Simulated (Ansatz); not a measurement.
The system is FePt (Tetraferroplatinum).

```
Pt Fe
1.0
     2.72350    0.00000    0.00000
     0.00000    2.72350    0.00000
     0.00000    0.00000    3.72000
Pt Fe
1 1
Direct
  0.50000 0.50000 0.50000
  0.00000 0.00000 0.00000
```

* Program: Ansatz 0.2.0
* Task: relaxation of cell and atoms
* Functional: PBEsol
* Dispersion: D3(BJ)
* Potentials or basis: all-electron LAPW, scalar-relativistic
* Basis error allowed: 0.001 eV/atom
* k mesh: 10 × 10 × 7
* Occupations: fermi-dirac, width 0.05 eV
* Spin: collinear spin, ferromagnetic start
* Starting moments: [0.0, 3.0] μB

At the start: volume 13.80 Å³/atom.

Question: Where does the relaxation end?

Answer: Over 6 steps the energy falls by 28.8 meV/atom and the volume is 13.08 Å³/atom (-5.2 %); space group P4/mmm (No. 123, to 0.05 Å); moment 3.20 μB per cell.

Step by step:
```csv
step,energy change (eV),largest force (eV/Å),volume (Å³)
1,0.0000,0.0000,27.59
2,-0.0378,0.0000,25.38
3,-0.0572,0.0000,26.25
4,-0.0575,0.0000,26.16
5,-0.0575,0.0000,26.15
6,-0.0575,0.0000,26.15
```

Final structure:
```xyz
2
Lattice="2.6714 0.0000 0.0000 0.0000 2.6714 0.0000 0.0000 0.0000 3.6643" Properties=species:S:1:pos:R:3 pbc="T T T"
Pt    1.3357    1.3357    1.8321
Fe    0.0000    0.0000    0.0000
```
